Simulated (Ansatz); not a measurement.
Input deck for Ansatz 0.2.0, then the block of the output on the nuclei.

The cell is a measured structure from the Crystallography Open Database (COD), relaxed with PBE at fixed cell and then changed (volume scaled by 0.98, ions relaxed).

```yaml
crystal:
  lattice:
    - [1.5285715009, -2.649596776, 0.0]
    - [1.5285715009, 2.649596776, 0.0]
    - [0.0, 0.0, 15.0204076802]
  atoms:
    - { symbol: Si, position: [0.1666621203, 0.8333378797, 0.8577216708] }
    - { symbol: Si, position: [0.8333378797, 0.1666621203, 0.3577216708] }
    - { symbol: Si, position: [0.5001149745, 0.4998850255, 0.5245068537] }
    - { symbol: Si, position: [0.4998850255, 0.5001149745, 0.0245068537] }
    - { symbol: Si, position: [0.8334421551, 0.1665578449, 0.6912250794] }
    - { symbol: Si, position: [0.1665578449, 0.8334421551, 0.1912250794] }
    - { symbol: C, position: [0.5001801525, 0.4998198475, 0.6498133106] }
    - { symbol: C, position: [0.4998198475, 0.5001801525, 0.1498133106] }
    - { symbol: C, position: [0.1666200557, 0.8333799443, 0.9826819003] }
    - { symbol: C, position: [0.8333799443, 0.1666200557, 0.4826819003] }
    - { symbol: C, position: [0.833397049, 0.166602951, 0.8161911851] }
    - { symbol: C, position: [0.166602951, 0.833397049, 0.3161911851] }
kpoints:
  mp_grid: { grid: [16, 16, 3] }
scf:
  occupations: { method: fermi_dirac, width: 0.02 }
hamiltonian:
  xc: pbe
  pseudopotentials: { kind: paw }
output:
  forces: true
  stress: true
  populations: true
  efg: { contact_densities: true }
  write_density: true
  write_potential: true
  elf: true
  volumetric_format: npy
relax:
  f_tol: 0.02
  max_steps: 60
```

```sh
ansatz run input.yaml --threads 4 --pin off --max-ram 8192MiB --backend cpu --events-out ev --progress --plain --runs-dir out
```

The run relaxes the ions first, and the block belongs to the relaxed positions.

Of the output, the block on the nuclei alone is shown; the set-up, the SCF iterations, energies, forces and stress are cut. One atom of each set with nearly equal values is shown.

```
--- PAW observables at the nuclei: V_zz in 10²¹ V/m², potentials from the cell's mean, atoms counted from 1 ---
  atom   1  Si V_zz =    +0.218268   η = 0.0132   by run symmetry: allowed
            electrostatic potential = -1362.563623 V   contact ρ = 12806.854931 e/Å³
  atom   3  Si V_zz =    -0.057068   η = 0.0658   by run symmetry: allowed
            electrostatic potential = -1362.510911 V   contact ρ = 12806.888347 e/Å³
  atom   5  Si V_zz =    +0.262048   η = 0.0096   by run symmetry: allowed
            electrostatic potential = -1362.572929 V   contact ρ = 12806.927435 e/Å³
  atom   7  C  V_zz =    +0.214285   η = 0.0623   by run symmetry: allowed
            electrostatic potential = -419.094775 V   contact ρ = 866.888969 e/Å³
  atom   9  C  V_zz =    +0.065264   η = 0.1983   by run symmetry: allowed
            electrostatic potential = -419.010351 V   contact ρ = 866.887133 e/Å³
  atom  11  C  V_zz =    +0.031693   η = 0.4069   by run symmetry: allowed
            electrostatic potential = -419.073980 V   contact ρ = 866.871402 e/Å³
```

The relaxation (2 steps) took 24 s of wall time (94 s of CPU time) and 0.93 GiB at its peak, on 4 threads of Intel Xeon Platinum 8375C CPU @ 2.90GHz (Ice Lake) (x86_64; 16 cores open to the job, memory cap 8.0 GiB, no GPU), a shared host with a load of 0.3 a core.

At this changed cell the PBE pressure is 8 GPa.
